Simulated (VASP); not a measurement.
Here is the system:

```
CELL_PARAMETERS angstrom
      1.81632    -3.14595     0.00000
      1.81632     3.14595     0.00000
      0.00000     0.00000     3.86620
ATOMIC_POSITIONS crystal
  Li 0.33333 0.66667 0.00000
  Li 0.66667 0.33333 0.00000
  Li 0.00000 0.00000 0.50000
  N  0.00000 0.00000 0.00000
```

These are PBE GGA, VASP's PBE PAW potentials (set 64) (plane waves; VASP) values and carry that method's errors. Run with 600 eV cut-off, 6×6×6 Γ-centred mesh, Gaussian smearing of 0.050 eV, potentials Li_sv N.

Estimate the energy per atom (σ→0), band gap (on the k-mesh) with the smallest direct gap where there is one.

The band gap (on the k-mesh) is 1.07 eV and the smallest direct gap (on the k-mesh) is 1.27 eV. The energy per atom (σ→0) comes out as -3.907 eV/atom.

The absolute energy has meaning only against runs of the same code, potentials and settings.

The compound is Li3N in the alpha structure. It was relaxed first.
